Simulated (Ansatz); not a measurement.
Method: DFT PBE, scalar-relativistic, plane waves, PAW (Ansatz 0.2.0). Settings: cutoff 420 eV, Γ-centred meshes spaced at most about 0.3 Å⁻¹, and about 0.25 Å⁻¹ or finer for metals (2π included), Gaussian smearing. No spin polarisation.

The zero of energy is the elements' standard structures at the same level; no fitted shifts are applied.

Temperature and zero-point effects are left out. The comparison covers the computed candidates alone. The reference form of C is held partly by dispersion forces, which this level lacks.

A search for TiC gave 10 distinct relaxed structures, 1 of them from databases. Coordination counts C atoms around Ti (those within 1.25 times the shortest such distance or 1.15 times the sum of covalent radii).

Task: What is the best candidate for TiC?

Result: The one with the rock salt type, space group Fm-3m (No. 225), reached from: a cell as deposited in COD. It has a = 4.333 Å, 10.2 Å³/atom, no gap on the mesh. Ti is surrounded by 6 C at 2.17 Å; around C lie 6 Ti at 2.17 Å. Its energy over the elements is −0.83 eV/atom. It is a structure that the Crystallography Open Database (COD) lists.

```yaml
crystal:
  lattice:
    - [0.00000, 2.16640, 2.16640]
    - [2.16640, 0.00000, 2.16640]
    - [2.16640, 2.16640, 0.00000]
  atoms:
    - { symbol: Ti, position: [0.50000, 0.50000, 0.50000] }
    - { symbol: C, position: [0.00000, 0.00000, 0.00000] }
```

Task: How much higher is the Pm-3m structure with 10.0 Å³/atom and coordination Ti 8 (reached from: random cell)?

Result: 1.18 eV/atom. It has the caesium chloride type. It has no gap on its mesh.

Task: How much higher is the Cmmm structure with 12.9 Å³/atom and coordination Ti 2 (reached from: random cell with space group Cmmm)?

Result: 1.64 eV/atom. It has no gap on its mesh. It holds C–C chains (shortest 1.31 Å).
